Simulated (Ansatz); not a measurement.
**BaO: frozen-core PAW against all-electron methods**

```yaml
crystal:
  lattice:
    - [-0.02750, 2.73625, 2.73625]
    - [2.73625, -0.02750, 2.73625]
    - [2.73625, 2.73625, -0.02750]
  atoms:
    - { symbol: Ba, position: [0.00000, 0.00000, 0.00000] }
    - { symbol: O, position: [0.50000, 0.50000, 0.50000] }
```

Atom numbers follow the list: Ba1, O2.

The cell is COD entry 5910030, as deposited and not checked against the literature; nothing was relaxed. It differs from other determinations. The listed cell was then made from it by scaling, straining or moving an atom.

No spin–orbit coupling, which matters for the heavy atoms here.

All numbers are computed: DFT, PBE, PAW with Ansatz's default frozen-core files, scalar-relativistic (Ansatz 0.2.0); DFT, PBE, all-electron LAPW, scalar-relativistic (Ansatz 0.2.0).

For PAW: a Γ-centred 8×8×8 k mesh, Fermi–Dirac smearing of 0.02 eV, cutoff 420 eV, no spin polarisation. LAPW targets a basis error of 0.5 meV/atom. The Ansatz runs share mesh, smearing and spin set-up. Plane-wave (PAW) pressures include the program's estimate of the Pulay term.

Stress and pressure are positive in compression.

The change that made this cell: equal xy, yz and zx engineering shear strains of -1 %.

PAW results:

```csv
quantity,PAW
pressure (GPa),3.02
stress yz (GPa),0.33
stress xz (GPa),0.33
stress xy (GPa),0.33
band gap (eV),1.969
```

Problem. What does LAPW (all electrons) give for the same quantities?

Solution. 
```json
{"quantity": "pressure (GPa)", "LAPW": "3.02"}
{"quantity": "stress yz (GPa)", "LAPW": "0.33"}
{"quantity": "stress xz (GPa)", "LAPW": "0.33"}
{"quantity": "stress xy (GPa)", "LAPW": "0.33"}
{"quantity": "band gap (eV)", "LAPW": "1.968"}
```
